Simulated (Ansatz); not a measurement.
## NiO: equation of state with rPW86-PBE

NiO:

```xyz
2
Lattice="0.0000 2.0859 2.0859 2.0859 0.0000 2.0859 2.0859 2.0859 0.0000" Properties=species:S:1:pos:R:3 pbc="T T T"
Ni    0.0000    0.0000    0.0000
O     2.0859    2.0859    2.0859
```

```json
{
  "Program": "Ansatz 0.2.0",
  "Task": "equation of state",
  "Functional": "rPW86-PBE",
  "Potentials or basis": "Ansatz PAW",
  "Cutoff": "420 eV",
  "Density cutoff": "1680 eV",
  "k mesh": "11 × 11 × 11",
  "Occupations": "fermi-dirac, width 0.05 eV",
  "Spin": "collinear spin, ferromagnetic start",
  "Starting moments": "[1.0, 0.0] μB"
}
```

| Quantity | Value |
| --- | --- |
| Equilibrium volume | 9.83 Å³/atom (rough: see the caveat) |
| Bulk modulus | 164 GPa (rough) |

Energy against volume, from the lowest point:
| volume (Å³/atom) | energy (meV/atom) |
| --- | --- |
| 8.531 | 104.61 |
| 8.713 | 74.41 |
| 8.894 | 50.04 |
| 9.076 | 30.69 |
| 9.257 | 16.16 |
| 9.439 | 5.98 |
| 9.620 | 0.00 |

All runs of the series together: 21 s on 2 threads of Arm Neoverse V1, with other jobs on the host.

Caveat: the potentials were made for another functional, which shifts forces and pressure; the minimum lies outside the volumes run.
